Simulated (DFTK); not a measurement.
C:

```
C
1.0
     0.00000    1.78337    1.78337
     1.78337    0.00000    1.78337
     1.78337    1.78337    0.00000
C
2
Direct
  0.75000 0.75000 0.75000
  0.50000 0.50000 0.50000
```

This isn't the form of C at room conditions, which is graphite.

```yaml
Program: DFTK 0.8.2
Task: single point
Functional: PBE
Potentials_or_basis: dojo.nc.sr.pbe.v0_4_1.standard.upf (PBE)
Cutoff: 1116 eV
k_mesh: 13 × 13 × 13
Occupations: fermi-dirac, width 0.05 eV
Spin: no spin polarisation
```

On this cell: pressure 1.9 GPa; largest force zero by symmetry; band gap on the k mesh 4.20 eV, indirect (least direct gap 5.62 eV).

The same run follows on a disturbed copy (atoms moved at random, drawn with an rms of 0.05 Å):

```xyz
2
Lattice="0.0000 1.7834 1.7834 1.7834 0.0000 1.7834 1.7834 1.7834 0.0000" Properties=species:S:1:pos:R:3 pbc="T T T"
C     2.6879    2.6785    2.6766
C     1.7695    1.7528    1.7618
```

Q: What does the disturbed cell give?

A: The energy moves by +21.1 meV/atom; pressure 2.7 GPa; largest force 1.665 eV/Å; band gap on the k mesh 3.29 eV, indirect (least direct gap 4.01 eV).

Forces in eV/Å, atoms in the order of the input:
```
C   -0.900 -1.185 -0.748
C    0.900  1.185  0.748
```

Stress tensor (GPa, compression positive):
```
 2.74 -0.36 -1.02
-0.36  2.63 -0.61
-1.02 -0.61  2.78
```

Caveats: an odd mesh through Γ misses points on the zone boundary, where band edges often lie.
